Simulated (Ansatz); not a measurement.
Cu:

```xyz
2
Lattice="2.5341 0.0000 0.0000 -1.2670 2.1946 0.0000 0.0000 0.0000 4.1126" Properties=species:S:1:pos:R:3 pbc="T T T"
Cu    1.2670    0.7315    3.0844
Cu    0.0000    1.4631    1.0281
```

This isn't the form of Cu at room conditions, which is fcc.

```yaml
Program: Ansatz 0.2.0
Task: single point
Functional: PBEsol
Potentials_or_basis: all-electron LAPW, scalar-relativistic
Cutoff: 304 eV (chosen from the basis error)
Basis_error_allowed: 0.001 eV/atom
k_mesh: 12 × 12 × 7
Occupations: fermi-dirac, width 0.05 eV
Spin: no spin polarisation
```

On this cell: pressure -1.4 GPa; largest force under 0.003 eV/Å; band gap on the k mesh none (metal or under the smearing width).

The same run follows on a disturbed copy (atoms moved at random, drawn with an rms of 0.05 Å):

```
Cu
1.0
     2.53410    0.00000    0.00000
    -1.26705    2.19459    0.00000
     0.00000    0.00000    4.11257
Cu
2
Direct
  0.66971 0.35034 0.74393
  0.35459 0.66690 0.24866
```

What does the disturbed cell give?

The energy (extrapolated to zero smearing) moves by +2.9 meV/atom; pressure -1.3 GPa; largest force 0.196 eV/Å; band gap on the k mesh none (metal or under the smearing width).

Forces on the atoms (eV/Å):
```
Cu   0.106 -0.059  0.154
Cu  -0.106  0.059 -0.154
```

Stress tensor (GPa, compression positive):
```
-1.09 -0.88  0.11
-0.88 -2.05 -0.06
 0.11 -0.06 -0.79
```
